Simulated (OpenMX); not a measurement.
# BaTiO3 in OpenMX: convergence with VNA

Input of the first run (VNA 1 3); the others differ in this setting and in those tied to it:

Contents of BaTiO3.dat:

```
System.CurrrentDirectory             ./
System.Name                          BaTiO3
DATA.PATH                            ./DFT_DATA13
level.of.stdout                      1
level.of.fileout                     0
Species.Number                       3
<Definition.of.Atomic.Species
  Ba  Ba10.0-s3p2d1          Ba_PBE13
  Ti  Ti7.0-s2p2d1           Ti_PBE13
  O   O6.0-s2p2              O_PBE13
Definition.of.Atomic.Species>

Atoms.Number                         5
Atoms.SpeciesAndCoordinates.Unit     AU
<Atoms.SpeciesAndCoordinates
    1  Ba   -0.0053363197   -0.2410111777    0.1356247293   5.000  5.000
    2  Ti    3.8709859964    3.8890281992    3.7800894498   6.000  6.000
    3  O     0.0317533701    3.8110090882    4.0717638621   3.000  3.000
    4  O     3.7619618094    0.0259635387    3.8701262900   3.000  3.000
    5  O     3.8243650046    3.8240399879    0.2460789303   3.000  3.000
Atoms.SpeciesAndCoordinates>

Atoms.UnitVectors.Unit               AU
<Atoms.UnitVectors
     7.5585265533    0.0000000000    0.0000000000
     0.0000000000    7.5585265533    0.0000000000
     0.0000000000    0.0000000000    7.5929195687
Atoms.UnitVectors>

scf.XcType                           GGA-PBE
scf.SpinPolarization                 off
scf.ElectronicTemperature            580.226
scf.energycutoff                     400.0
scf.maxIter                          100
scf.EigenvalueSolver                 band
scf.Kgrid                            5 5 5
scf.Mixing.Type                      rmm-diisk
scf.Init.Mixing.Weight               0.05
scf.Min.Mixing.Weight                0.001
scf.Max.Mixing.Weight                0.3
scf.Mixing.History                   25
scf.Mixing.StartPulay                8
scf.criterion                        1.0e-8
scf.stress.tensor                    on
MD.Type                              nomd
scf.BufferL.VNA                      1
scf.RadialF.VNA                      3
```

Potentials or basis: OpenMX 2013 PBE set, Ba10.0-s3p2d1, Ti7.0-s2p2d1, O6.0-s2p2, grid cutoff 400 Ry.

Launch:

```bash
$ openmx BaTiO3.dat -nt 1 > BaTiO3.std
```

The cell isn't the ideal one: atoms moved at random, drawn with an rms of 0.1 Å.

Hardware: 1 thread of Intel(R) Xeon(R) Platinum 8488C (Sapphire Rapids) (shared host).

```
 VNA  energy less the tightest run, at zero smearing (meV/atom)  pressure (GPa)  largest force (eV/Å)  gap on the mesh (eV)  SCF cycles  CPU time (s)  peak memory (GiB)
 1 3                                                   -9618.13        -1535.61                17.368                 0.000          23           210                1.4
 2 4                                                     400.99           19.18                 1.344                 1.437          19           190                1.4
 3 6                                                     171.94           13.73                 1.367                 1.840          16           180                1.4
 4 8                                                     104.64           11.37                 1.312                 1.701          19           220                1.5
5 10                                                      19.39            8.48                 1.340                 1.664          19           280                1.5
6 12                                                       0.92            7.26                 1.278                 1.681          19           380                1.6
6 16                                                       0.00            7.25                 1.281                 1.682          19           340                1.6
```

Against the tightest run, the energy stays within 1 meV/atom from 6 12 on; the pressure stays within 0.1 GPa from 6 12 on; the largest force stays within 0.005 eV/Å from 6 12 on; the gap on the mesh stays within 0.01 eV from 6 12 on. The tightest run that finished is the yardstick and may itself not be fully converged.

Caveat, for the tightest run too: the transition metal has a single d function, too few for pressures, volumes and moments; spin-orbit coupling is left out, which moves the levels of the heavy elements; an odd mesh through Γ misses points on the zone boundary, where band edges often lie; the basis of atomic orbitals isn't converged, which shifts pressures, moduli and gaps.
